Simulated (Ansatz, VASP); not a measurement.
CaSe in VASP and in Ansatz

File INCAR:

```
SYSTEM = CaSe
PREC = Accurate ; ENCUT = 520
EDIFF = 1E-7 ; ISMEAR = 0
SIGMA = 0.01 ; LREAL = .FALSE.
LASPH = .TRUE. ; NELM = 60
ALGO = Normal ; ISIF = 2
LWAVE = .FALSE. ; LCHARG = .FALSE.
GGA = PE ; NBANDS = 15
```

The input KPOINTS:

```
regular mesh
0
G
  6 6 6
  0 0 0
```

Contents of POSCAR:

```
CaSe
1.0
    0.0000000000      2.9795339252      2.9795339252
    2.9795339252      0.0000000000      2.9795339252
    2.9795339252      2.9795339252      0.0000000000
Ca Se
1 1
Direct
    0.0000000000      0.0000000000      0.0000000000
    0.5000000000      0.5000000000      0.5000000000
```

Input for Ansatz:

```yaml
crystal:
  lattice:
    - [0.0, 2.9795339252, 2.9795339252]
    - [2.9795339252, 0.0, 2.9795339252]
    - [2.9795339252, 2.9795339252, 0.0]
  atoms:
    - { symbol: Ca, position: [0.0, 0.0, 0.0] }
    - { symbol: Se, position: [0.5, 0.5, 0.5] }
kpoints:
  mp_grid: { grid: [6, 6, 6] }
hamiltonian:
  xc: pbe
scf:
  occupations: { method: fixed }
  n_extra_bands: 4
output:
  forces: true
  stress: true
  eigenvalues: true
```

Alike in both runs: task single point; functional PBE; k mesh 6 × 6 × 6; no spin polarisation.

```csv
,VASP,Ansatz
version,VASP 6.6.1,Ansatz 0.2.0
potentials or method,"VASP PAW PBE potentials, release 64 (Ca_sv, Se)","plane waves, PAW"
plane-wave cutoff (eV),520,420
occupations,"gaussian, width 0.01 eV",fixed
valence electrons in the cell,16,26
```

Ansatz gave:

| Quantity | Value |
| --- | --- |
| gap on the k mesh at the Fermi level (eV) | 2.08 |
| pressure (GPa) | 0.0 |

Question: What did VASP give for the same quantities?

Answer: gap on the k mesh at the Fermi level (eV): 2.07; pressure (GPa): 0.1.

The two sets of potentials don't hold the same shells in valence.

A k mesh can miss the band edges.
